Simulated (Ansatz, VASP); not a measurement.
**One calculation of HgTe, two programs**

```
Hg Te
1.0
     0.00000    2.83385    2.92150
     2.83385    0.00000    2.92150
     2.83385    2.83385    0.00000
Hg Te
1 1
Cartesian
  0.0000 0.0000 0.0000
  2.8339 2.8339 2.9215
```

Change from the starting cell: equal xx and yy strain of -3 %, crystal datasets.

Alike in both runs: task electric field gradients; functional LDA; k mesh 10 × 10 × 10; occupations fermi-dirac, width 0.08 eV; no spin polarisation.

|  | VASP | Ansatz |
| --- | --- | --- |
| version | VASP 6.6.1 | Ansatz 0.2.0 |
| potentials or method | VASP PAW LDA potentials, release 64 (Hg, Te), cutoff 520 eV | all-electron PAW with datasets made for the crystal, scalar-relativistic |

VASP gave:

| Quantity | Value |
| --- | --- |
| pressure (GPa) | 10.9 |
| largest component of the traceless stress (GPa) | 3.48 |
| Vzz of the field gradient on the site that differs most (V/Å²) | 66.1 |

Task: Estimate Ansatz's values.

Result: Pressure (GPa): 10.2; largest component of the traceless stress (GPa): 3.35; Vzz of the field gradient on the site that differs most (V/Å²): 43.6.

Ansatz ran all-electron here, so the differences hold the error of VASP's frozen core and of both bases. Ansatz warned: «gradients_without_spin_orbit».

Spin-orbit coupling is left out, which matters for the levels of Hg, Te.
